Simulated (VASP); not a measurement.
Al2O3:

```
Al O
1.0
     4.61378    0.00000    0.00000
     0.00000    9.56328    0.00000
     0.00000    0.00000    3.11986
Al O
4 6
Direct
  0.98298 0.82457 0.00000
  0.01702 0.17543 0.00000
  0.48297 0.67543 0.50000
  0.51702 0.32457 0.50000
  0.50000 0.50000 0.50000
  0.12363 0.75305 0.50000
  0.37637 0.25305 0.00000
  0.62364 0.74695 0.00000
  0.00000 0.00000 0.00000
  0.87636 0.24695 0.50000
```

Measurements of this composition are mostly on another form, of space group No. 167.

Base run:

- Program: VASP 6.6.1
- Functional: PW91
- Potentials or basis: VASP PAW PBE potentials, release 64 (Al, O)
- Cutoff: 520 eV
- k mesh: 5 × 3 × 7
- Occupations: fermi-dirac, width 0.05 eV
- Spin: no spin polarisation

Its results: band gap on the k mesh 3.54 eV, direct; pressure -0.3 GPa; largest force 0.189 eV/Å.

Task: After a change of settings the same cell gave: band gap on the k mesh 4.11 eV, direct; pressure -4.2 GPa; largest force 0.213 eV/Å. Which change was it?
A. functional from PW91 to r2SCAN
B. functional from PW91 to AM05
C. functional from PW91 to BLYP
D. functional from PW91 to revPBE

Result: A.

r2SCAN gives the wider gap, since meta-GGAs in the generalised Kohn-Sham scheme recover part of the derivative discontinuity.

Caveats: the PAW data sets were made with another functional, which shifts forces and pressure a little.
